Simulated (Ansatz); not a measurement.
Base system: ZrO₂ in the fluorite structure (space group Fm-3m, No. 225; a = 5.089 Å). Axes: x, y, z lie along the cube axes.

All numbers come from plane-wave PAW DFT at the r2SCAN level (Ansatz, a quantum-chemistry and plane-wave program, 500 eV), no spin-orbit coupling, earlier PAW set.

It is then changed as follows: uniaxial strain ε_yy = +2.06 %, all other strain components held at zero; the atoms relax in the strained cell.

Predict the stress tensor and what it implies for the stiffness.

Stress of the strained cell less that of the base (GPa, compression positive):
```
  -1.94    0.00    0.00
   0.00  -11.12    0.00
   0.00    0.00   -1.94
```

Then −Δσ_ii/ε with ε = 0.0206 gives secant stiffness values (nonlinear terms included at this strain): C22 ≈ 540 GPa, C12 ≈ 94 GPa and C23 ≈ 94 GPa.

As a check, the harmonic strain energy −½ V₀ Δσ:ε is 7.9 meV/atom; the computed energy rise is 8.0 meV/atom.

Whether these cells are dynamically stable was not tested. This is not the structure that ZrO2 has at room temperature and ambient pressure.
